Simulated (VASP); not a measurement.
# SiC (P6_3mc) in VASP: band structure with PBE

Aim: the band structure of SiC with PBE.

All numbers are computed with VASP 6.6.1; they aren't measurements. Logs are shortened: lines on timing, memory, paths and dates and some standing lists are left out, and cuts for length are marked.

## Step 1: The structure

The structure is hexagonal, space group P6_3mc (No. 186). Conventional cell: a = 3.092 Å, b = 3.092 Å, c = 5.074 Å, α = 90.00°, β = 90.00°, γ = 120.00°. Si (site symmetry 3m) has 4 C at 1.89 to 1.91 Å as nearest neighbours. C (site symmetry 3m) has 4 Si at 1.89 to 1.91 Å as nearest neighbours.

## Step 2: Band structure, PBE

The input, INCAR:

```
SYSTEM = SiC
  ALGO = Normal
  EDIFF = 1E-7
  ENCUT = 520
  GGA = PE
  ISIF = 2
  ISMEAR = 0
  LASPH = .TRUE.
  LCHARG = .FALSE.
  LREAL = .FALSE.
  LWAVE = .FALSE.
  NBANDS = 16
  NELM = 60
  PREC = Accurate
  SIGMA = 0.02
```

The input, KPOINTS:

```
k-points
0
G
  12 12 6
  0 0 0
```

The input, POSCAR:

```
SiC                                     
1.0
    3.0917004510      0.0000000000      0.0000000000
   -1.5458502255      2.6774911294      0.0000000000
    0.0000000000      0.0000000000      5.0740955537
  Si              C             
     2     2
Direct
     0.3333333300000021    0.6666666699999979    0.0045845818244814
     0.6666666699999979    0.3333333300000021    0.5045845818244814
     0.3333333300000021    0.6666666699999979    0.3804154181755166
     0.6666666699999979    0.3333333300000021    0.8804154181755166
```

The input, KPOINTS_OPT:

```
path GMKGALHA,LM,KH
10
line-mode
reciprocal
 0.0000000000  0.0000000000  0.0000000000  G
 0.5000000000  0.0000000000  0.0000000000  M

 0.5000000000  0.0000000000  0.0000000000  M
 0.3333333333  0.3333333333  0.0000000000  K

 0.3333333333  0.3333333333  0.0000000000  K
 0.0000000000  0.0000000000  0.0000000000  G

 0.0000000000  0.0000000000  0.0000000000  G
 0.0000000000  0.0000000000  0.5000000000  A

 0.0000000000  0.0000000000  0.5000000000  A
 0.5000000000  0.0000000000  0.5000000000  L

 0.5000000000  0.0000000000  0.5000000000  L
 0.3333333333  0.3333333333  0.5000000000  H

 0.3333333333  0.3333333333  0.5000000000  H
 0.0000000000  0.0000000000  0.5000000000  A

 0.5000000000  0.0000000000  0.5000000000  L
 0.5000000000  0.0000000000  0.0000000000  M

 0.3333333333  0.3333333333  0.0000000000  K
 0.3333333333  0.3333333333  0.5000000000  H
```

Potentials or basis: VASP PAW PBE potentials, release 64 (Si, C).

The run is started by

```bash
$ cat potpaw_PBE.64/Si/POTCAR potpaw_PBE.64/C/POTCAR > POTCAR
$ mpirun -np 1 vasp_std > vasp.out
```

OUTCAR:

```text
SYSTEM = SiC
   EDIFF = 1E-7
   ENCUT = 520
   GGA = PE
   ISIF = 2
   ISMEAR = 0
   LASPH = .TRUE.
   LREAL = .FALSE.
   NELM = 60
   PREC = Accurate

 ion  position               nearest neighbor table
   1  0.333  0.667  0.005-   4 1.89   4 1.89   4 1.89   3 1.91   2 3.10   2 3.10   2 3.10   2 3.10
                             2 3.10   2 3.10
   2  0.667  0.333  0.505-   3 1.89   3 1.89   3 1.89   4 1.91   1 3.10   1 3.10   1 3.10   1 3.10
                             1 3.10   1 3.10
   3  0.333  0.667  0.380-   2 1.89   2 1.89   2 1.89   1 1.91
   4  0.667  0.333  0.880-   1 1.89   1 1.89   1 1.89   2 1.91

  LATTYP: Found a hexagonal cell.
 ALAT       =     3.0917004510
 C/A-ratio  =     1.6411989564

  Lattice vectors:

 A1 = (   3.0917004510,   0.0000000000,   0.0000000000)
 A2 = (  -1.5458502255,   2.6774911294,   0.0000000000)
 A3 = (   0.0000000000,   0.0000000000,   5.0740955537)

Analysis of symmetry for initial positions (statically):
=====================================================================
 Subroutine PRICEL returns:
 Original cell was already a primitive cell.

 Routine SETGRP: Setting up the symmetry group for a
 hexagonal supercell.

 Subroutine GETGRP returns: Found 12 space group operations
 (whereof  6 operations were pure point group operations)
 out of a pool of 24 trial point group operations.

The static configuration has the point symmetry C_3v.
 The point group associated with its full space group is C_6v.

Analysis of symmetry for dynamics (positions and initial velocities):
=====================================================================
 Subroutine PRICEL returns:
 Original cell was already a primitive cell.

 Routine SETGRP: Setting up the symmetry group for a
 hexagonal supercell.

 Subroutine GETGRP returns: Found 12 space group operations
 (whereof  6 operations were pure point group operations)
 out of a pool of 24 trial point group operations.

The dynamic configuration has the point symmetry C_3v.
 The point group associated with its full space group is C_6v.

 Subroutine INISYM returns: Found 12 space group operations
 (whereof  6 operations are pure point group operations),
 and found     1 'primitive' translations

----------------------------------------------------------------------------------------

[... 92 lines left out ...]
   LSORBIT =      F    spin-orbit coupling
   LASPH  =      T    aspherical Exc in radial PAW
   ENCUT  =  520.0 eV  38.22 Ry    6.18 a.u.   5.75  5.75  9.43*2*pi/ulx,y,z
   NELM   =     60;   NELMIN=  2; NELMDL= -5     # of ELM steps
   EDIFF  = 0.1E-06   stopping-criterion for ELM
   LREAL  =      F    real-space projection
   EDIFFG = 0.1E-05   stopping-criterion for IOM
   NSW    =      0    number of steps for IOM
   IBRION =     -1    ionic relax: 0-MD 1-quasi-New 2-CG
   NFREE  =      0    steps in history (QN), initial steepest desc. (CG)
   ISIF   =      2    stress and relaxation
   ISYM   =      2    0-nonsym 1-usesym 2-fastsym
   POTIM  = 0.5000    time-step for ionic-motion
   TEBEG  =    0.0;   TEEND  =   0.0 temperature during run
   PSTRESS=    0.0 pullay stress
   NELECT =      16.0000    total number of electrons
   NUPDOWN=      -1.0000    fix difference up-down
   EMIN   =  10.00;   EMAX   =-10.00  energy-range for DOS
   EFERMI =   0.00;   METHOD = LEGACY
   ISMEAR =     0;   SIGMA  =   0.02  broadening in eV -4-tet -1-fermi 0-gaus
   EFERMI_NEDOS =   21; number of points for ismear=-14 and -15
   IALGO  =     38    algorithm
   IMIX   =      4    mixing-type and parameters
     AMIX     =   0.40;   BMIX     =  1.00
     AMIX_MAG =   1.60;   BMIX_MAG =  1.00
  volume/ion in A,a.u.               =      10.50        70.86
  Fermi-wavevector in a.u.,A,eV,Ry     =   1.186734  2.242602 19.161603  1.408338
  Thomas-Fermi vector in A             =   2.322901
   LORBIT       =      0    0 simple, 1 ext, 2 COOP (PROOUT), +10 PAW based schemes
   GGA     = PE    functional components
   LHFCALC =     F    Hartree Fock is set to
   AEXX    =    0.0000 exact exchange contribution
   IVDW    =     0    specifies the selected vdW correction
   LEPSILON=     F    determine dielectric tensor
   LRPA    =     F    only Hartree local field effects (RPA)
 non-spin polarized calculation
 Gauss-broadening in eV      SIGMA  =   0.02
  energy-cutoff  :      520.00
  volume of cell :       42.00
 maximum number of plane-waves:      1170
 NGX is ok and might be reduce to    24
   NGX = 11   NGY = 11   NGZ = 19

 number of electron      16.0000000 magnetization

 Free energy of the ion-electron system (eV)
  ---------------------------------------------------
  ext. energy  EPLUGINS =         0.00000000
  ---------------------------------------------------
  free energy    TOTEN  =       -30.11026269 eV

  energy without entropy =      -30.11026269  energy(sigma->0) =      -30.11026269

 E-fermi :   8.2537     XC(G=0): -11.2834

 val. band max:        8.0861908103   @ k =   0.0000   0.0000   0.0000
 cond. band min:      10.3889268253   @ k =   0.3333   0.3333   0.0000
 fundamental gap:      2.3027360150
 Fermi energy:         8.2537053063

 k-point     1 :       0.0000    0.0000    0.0000
  band No.  band energies     occupation
      1      -7.3607      2.00000
      2      -3.8512      2.00000
      3      -0.5235      2.00000
      4       6.7770      2.00000
      5       6.7770      2.00000
      6       7.9757      2.00000
[... 433 lines left out ...]
      3       0.8028      2.00000
      4       2.5096      2.00000
      5       3.3315      2.00000
      6       5.2643      2.00000
[... 8 lines left out ...]
     15      19.2457      0.00000
     16      20.0622      0.00000

 [... further k-points ...]
[... 5 lines left out ...]
  --------------------------------------------------------------------------------------
  -------------------------------------------------------------------------------------
  Total       -0.0007821     -0.0007821     -0.0021184     -0.0000000      0.0000000      0.0000000
  in kB       -0.0298325     -0.0298325     -0.0808037     -0.0000000      0.0000000      0.0000000
  external PRESSURE =      -0.0468229 kB  Pullay stress =       0.0000000 kB

 VOLUME and BASIS-vectors are now :
 -----------------------------------------------------------------------------
  energy-cutoff  :      520.00
  volume of cell :       42.00
      direct lattice vectors                 reciprocal lattice vectors
     3.091700451  0.000000000  0.000000000     0.323446600  0.186741982  0.000000000
    -1.545850225  2.677491129  0.000000000     0.000000000  0.373483964  0.000000000
     0.000000000  0.000000000  5.074095554     0.000000000  0.000000000  0.197079458

 POSITION                                       TOTAL-FORCE (eV/Angst)
 -----------------------------------------------------------------------------------
     -0.00000      1.78499      0.02326         0.000000      0.000000     -0.000092
      1.54585      0.89250      2.56031        -0.000000     -0.000000     -0.000092
     -0.00000      1.78499      1.93026         0.000000     -0.000000      0.000092
      1.54585      0.89250      4.46731        -0.000000      0.000000      0.000092
 -----------------------------------------------------------------------------------
    total drift:                               -0.000004      0.000002     -0.000087

  FREE ENERGIE OF THE ION-ELECTRON SYSTEM (eV)
  ---------------------------------------------------
  free  energy   TOTEN  =       -30.1102626941 eV

  energy  without entropy=      -30.1102626941  energy(sigma->0) =      -30.11026269
```

It took 58 s on 1 thread of Intel Xeon Platinum 8259CL at 2.50GHz (Skylake/Cascade Lake), shared host; peak memory 0.2 GiB.

What came out:

- Free energy: -30.1103 eV
- Pressure: 0.0 GPa
- Band gap on the k mesh: 2.30 eV, indirect (least direct gap 3.94 eV)
- Band gap along the path: 2.30 eV, indirect (least direct gap 3.94 eV)

Levels at the corners of the path, in eV from the valence-band top:
```
point  band 6  band 7  band 8  band 9  band 10  band 11
    Γ   -0.11    0.00    0.00    4.68     6.05     6.58
    M   -3.29   -3.24   -1.19    2.75     4.21     6.76
    M   -3.29   -3.24   -1.19    2.75     4.21     6.76
    K   -3.99   -3.99   -3.78    2.30     8.11     8.77
    K   -3.99   -3.99   -3.78    2.30     8.11     8.77
    Γ   -0.11    0.00    0.00    4.68     6.05     6.58
    Γ   -0.11    0.00    0.00    4.68     6.05     6.58
    A   -0.71   -0.71   -0.71    5.76     5.76     7.27
    A   -0.71   -0.71   -0.71    5.76     5.76     7.27
    L   -2.42   -2.31   -2.31    3.25     3.25     5.19
    L   -2.42   -2.31   -2.31    3.25     3.25     5.19
    H   -5.56   -1.73   -1.73    5.00     5.00     5.99
    H   -5.56   -1.73   -1.73    5.00     5.00     5.99
    A   -0.71   -0.71   -0.71    5.76     5.76     7.27
    L   -2.42   -2.31   -2.31    3.25     3.25     5.19
    M   -3.29   -3.24   -1.19    2.75     4.21     6.76
    K   -3.99   -3.99   -3.78    2.30     8.11     8.77
    H   -5.56   -1.73   -1.73    5.00     5.00     5.99
```
